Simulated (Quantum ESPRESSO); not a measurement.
# Fe under changes of volume

One of the cells (12.019 Å³/atom); the others are scaled copies at fixed shape and fractional positions:

```xyz
1
Lattice="-1.4430 1.4430 1.4430 1.4430 -1.4430 1.4430 1.4430 1.4430 -1.4430" Properties=species:S:1:pos:R:3 pbc="T T T"
Fe    0.0000    0.0000    0.0000
```

* Program: Quantum ESPRESSO 7.5
* Functional: LDA
* Potentials or basis: GBRV 1.5 LDA
* Cutoff: 762 eV
* Density cutoff: 6095 eV
* k mesh: 13 × 13 × 13
* Occupations: fermi-dirac, width 0.05 eV
* Spin: collinear spin, ferromagnetic start
* Starting moments: [3.0] μB

```csv
volume (Å³/atom),energy over the lowest point (meV/atom),pressure (GPa),moment (μB per cell)
11.298,0.00,-16.8,2.14
11.538,27.78,-20.0,2.18
11.778,?,?,?
12.019,95.18,-24.3,2.29
12.259,132.65,-25.8,2.36
12.499,172.30,-27.0,2.42
12.740,213.09,-27.6,2.50
```

Task: What does the run at 11.778 Å³/atom give?

Result: Energy over the lowest point 60.01 meV/atom; pressure -22.4 GPa; moment 2.23 μB per cell.

Worked out: A Birch-Murnaghan fit of order 3 (a polynomial in V^(-2/3)) to the other rows has no minimum within the range. It gives 59.76 meV/atom at 11.778 Å³/atom, against the run's 60.01, and -dE/dV = -22.5 GPa, against -22.4. A parabola through the other rows of the moment, of slope 0.225 μB per Å³/atom there, gives 2.23 μB, against the run's 2.23.

Energies are extrapolated to zero smearing.
